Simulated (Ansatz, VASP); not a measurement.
# One calculation of CdSe, two programs

```
Cd Se
1.0
     3.45164    0.00000    0.00000
    -1.72582    2.98921    0.00000
     0.00000    0.00000    7.38329
Cd Se
2 2
Direct
  0.33333 0.66667 0.03160
  0.66667 0.33333 0.53160
  0.33333 0.66667 0.34440
  0.66667 0.33333 0.84440
```

Alike in both runs: functional PBE; k mesh 9 × 9 × 5; no spin polarisation.

Ansatz relaxed the structure, and its values are those at the end. VASP's run is a single point on that final structure, the one shown.

|  | VASP | Ansatz |
| --- | --- | --- |
| version | VASP 6.6.1 | Ansatz 0.2.0 |
| potentials or method | VASP PAW PBE potentials, release 64 (Cd, Se) | PAW with Ansatz's default frozen-core files, scalar-relativistic |
| plane-wave cutoff (eV) | 520 | 420 |
| occupations | tetrahedron | tetrahedron-uncorrected |
| valence electrons in the cell | 36 | 72 |

```tsv
	VASP	Ansatz	Ansatz less VASP
gap on the k mesh at the Fermi level (eV)	none	none	-
rms of the force components (eV/Å)	0.006	0.000	-0.0057
```

A gap of «none» marks a metal or a gap that the smearing closes. The two sets of potentials don't hold the same shells in valence. Ansatz warned: «band_table_not_solved_further».
